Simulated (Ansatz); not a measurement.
Re:

```xyz
2
Lattice="2.7608 0.0000 0.0000 -1.3804 2.3909 0.0000 0.0000 0.0000 4.4582" Properties=species:S:1:pos:R:3 pbc="T T T"
Re    1.3804    0.7970    3.3436
Re    0.0000    1.5939    1.1145
```

Base run:

```yaml
Program: Ansatz 0.2.0
Functional: LDA
Potentials_or_basis: all-electron LAPW, relativistic spinors
Cutoff: 282 eV (chosen from the basis error)
Basis_error_allowed: 0.001 eV/atom
k_mesh: 8 × 8 × 5
Occupations: fermi-dirac, width 0.05 eV
Spin: spin-orbit coupling, no magnetisation
```

Its results: pressure -9.3 GPa.

Task: The run is repeated on the same cell with these changes: functional from LDA to PBE. What comes out?

Result: Pressure 6.7 GPa.

PBE binds less tightly than LDA, so the same cell stands under more pressure.

Caveats: the k mesh is thin for a metal, which can move the energy by tens of meV per atom.
